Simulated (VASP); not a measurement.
A run of VASP 6.6.1 is set up as follows.

Contents of INCAR:

```
ALGO     = Normal         # electronic algorithm
EDIFF    = 1E-7           # SCF threshold, eV
ENCUT    = 520            # plane-wave cutoff, eV
ISIF     = 2              # what is computed and relaxed
ISMEAR   = 0              # smearing method
LASPH    = True           # aspherical terms in the spheres
LCHARG   = False          # write CHGCAR
LMIXTAU  = True         
LREAL    = False          # projectors in reciprocal space
LWAVE    = False          # write WAVECAR
METAGGA  = R2SCAN         # meta-GGA
NELM     = 60             # most SCF steps
PREC     = Accurate       # precision mode
SIGMA    = 0.02           # smearing width, eV
```

The input KPOINTS:

```
k-points
0
Gamma
  8 8 8
```

POSCAR

```
MgSe                                    
1.0
    0.0000000000      2.7318196101      2.7318196101
    2.7318196101      0.0000000000      2.7318196101
    2.7318196101      2.7318196101      0.0000000000
  Mg              Se            
     1     1
Direct
     0.0000000000000000    0.0000000000000000    0.0000000000000000
     0.5000000000000000    0.5000000000000000    0.5000000000000000
```

KPOINTS_OPT

```
path GXWKGLUWLK,UX
15
line-mode
reciprocal
 0.0000000000  0.0000000000  0.0000000000  G
 0.5000000000  0.0000000000  0.5000000000  X

 0.5000000000  0.0000000000  0.5000000000  X
 0.5000000000  0.2500000000  0.7500000000  W

 0.5000000000  0.2500000000  0.7500000000  W
 0.3750000000  0.3750000000  0.7500000000  K

 0.3750000000  0.3750000000  0.7500000000  K
 0.0000000000  0.0000000000  0.0000000000  G

 0.0000000000  0.0000000000  0.0000000000  G
 0.5000000000  0.5000000000  0.5000000000  L

 0.5000000000  0.5000000000  0.5000000000  L
 0.6250000000  0.2500000000  0.6250000000  U

 0.6250000000  0.2500000000  0.6250000000  U
 0.5000000000  0.2500000000  0.7500000000  W

 0.5000000000  0.2500000000  0.7500000000  W
 0.5000000000  0.5000000000  0.5000000000  L

 0.5000000000  0.5000000000  0.5000000000  L
 0.3750000000  0.3750000000  0.7500000000  K

 0.6250000000  0.2500000000  0.6250000000  U
 0.5000000000  0.0000000000  0.5000000000  X
```

Potentials or basis: VASP PAW PBE potentials, release 64 (Mg, Se).

Command:

```sh
$ cat potpaw_PBE.64/Mg/POTCAR potpaw_PBE.64/Se/POTCAR > POTCAR
$ mpirun -np 1 vasp_std > vasp.out
```

**Question.** Estimate the band gap on the k mesh.

**Answer.** 2.45 eV, indirect (least direct gap 3.44 eV).

**Question.** Predict the band gap along the path.

**Answer.** 2.45 eV, indirect (least direct gap 3.44 eV).

Levels at the corners of the path, in eV from the valence-band top:
```tsv
point	band 1	band 2	band 3	band 4	band 5	band 6	band 7	band 8
Γ	-13.35	0.00	0.00	0.00	3.44	8.03	8.03	8.03
X	-11.87	-4.29	-1.80	-1.80	2.45	4.55	12.79	13.24
X	-11.87	-4.29	-1.80	-1.80	2.45	4.55	12.79	13.25
W	-11.84	-3.32	-3.32	-2.49	5.14	7.71	8.25	8.25
W	-11.84	-3.32	-3.32	-2.49	5.14	7.71	8.25	8.25
K	-11.88	-3.79	-3.31	-1.45	3.67	6.91	9.64	10.67
K	-11.88	-3.79	-3.31	-1.45	3.67	6.91	9.64	10.67
Γ	-13.35	0.00	0.00	0.00	3.44	8.03	8.03	8.03
Γ	-13.35	0.00	0.00	0.00	3.44	8.03	8.03	8.03
L	-12.21	-4.94	-0.60	-0.60	4.51	6.70	6.70	9.61
L	-12.21	-4.94	-0.60	-0.60	4.51	6.70	6.70	9.61
U	-11.88	-3.79	-3.31	-1.45	3.67	6.91	9.64	10.67
U	-11.88	-3.79	-3.31	-1.45	3.67	6.91	9.64	10.67
W	-11.84	-3.32	-3.32	-2.49	5.14	7.71	8.25	8.25
W	-11.84	-3.32	-3.32	-2.49	5.14	7.71	8.25	8.25
L	-12.21	-4.94	-0.60	-0.60	4.51	6.70	6.70	9.61
L	-12.21	-4.94	-0.60	-0.60	4.51	6.70	6.70	9.61
K	-11.88	-3.79	-3.31	-1.45	3.67	6.91	9.64	10.67
U	-11.88	-3.79	-3.31	-1.45	3.67	6.91	9.64	10.67
X	-11.87	-4.29	-1.80	-1.80	2.45	4.55	12.84	13.23
```

Caveat: the PAW data sets were made with another functional, which shifts forces and pressure a little. r2SCAN opens gaps a little over a GGA but as a rule still falls short of measured ones.
